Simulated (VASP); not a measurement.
Input of a VASP 6.6.1 run:

Contents of INCAR:

```
ALGO = Normal
EDIFF = 1E-7
ENCUT = 520
GGA = PS
ISIF = 2
ISMEAR = -1
LASPH = True
LCHARG = False
LREAL = False
LWAVE = False
NBANDS = 19
NELM = 80
PREC = Accurate
SIGMA = 0.05
```

KPOINTS

```
k-points
0
Gamma
  10 10 6
```

The input POSCAR:

```
Ti
1.0
    2.9500000000      0.0000000000      0.0000000000
   -1.4750000000      2.5547749412      0.0000000000
    0.0000000000      0.0000000000      4.6800000000
Ti
2
Direct
    0.6666666667      0.3333333333      0.7500000000
    0.3333333333      0.6666666667      0.2500000000
```

Potentials or basis: VASP PAW PBE potentials, release 64 (Ti_sv).

Command:

```bash
$ cat potpaw_PBE.64/Ti_sv/POTCAR > POTCAR
$ mpirun -np 1 vasp_std > vasp.out
```

Q: Predict the pressure.

A: -5.9 GPa.

Q: Estimate the band gap on the k mesh.

A: None (metal or under the smearing width).

Stress tensor (GPa, compression positive):
```
-5.73  0.00  0.00
 0.00 -5.73  0.00
 0.00  0.00 -6.25
```

Caveat: the PAW data sets were made with another functional, which shifts forces and pressure a little.
